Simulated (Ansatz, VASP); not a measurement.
# PtSe2: VASP beside Ansatz

```
CELL_PARAMETERS angstrom
3.77986 0.00000 0.00000
-1.88993 3.27346 0.00000
0.00000 0.00000 5.21386
ATOMIC_POSITIONS crystal
Pt 0.00000 0.00000 0.00000
Se 0.33333 0.66667 0.25000
Se 0.66667 0.33333 0.75000
```

Change from the starting cell: strain +0.015 along x and y, +0.030 along z, atoms carried along.

Alike in both runs: task single point; functional PBE; k mesh 12 × 12 × 10; occupations gaussian, width 0.15 eV; no spin polarisation.

```csv
,VASP,Ansatz
version,VASP 6.6.1,Ansatz 0.2.0
potentials or method,"VASP PAW PBE potentials, release 64 (Pt, Se)","scalar-relativistic, plane waves, PAW"
plane-wave cutoff (eV),520,420
valence electrons in the cell,22,50
```

```tsv
	VASP	Ansatz	Ansatz less VASP
gap on the k mesh at the Fermi level (eV)	none	none	-
pressure (GPa)	0.1	0.1	+0.03
largest component of the traceless stress (GPa)	0.11	0.10	-0.006
rms of the force components (eV/Å)	0.071	0.072	+0.0011
```

Atom by atom the forces differ by 0.001 eV/Å (rms over components). A gap of «none» marks a metal or a gap that the smearing closes. The two sets of potentials don't hold the same shells in valence.

The runs have no spin-orbit coupling, so splittings on Pt are missing.
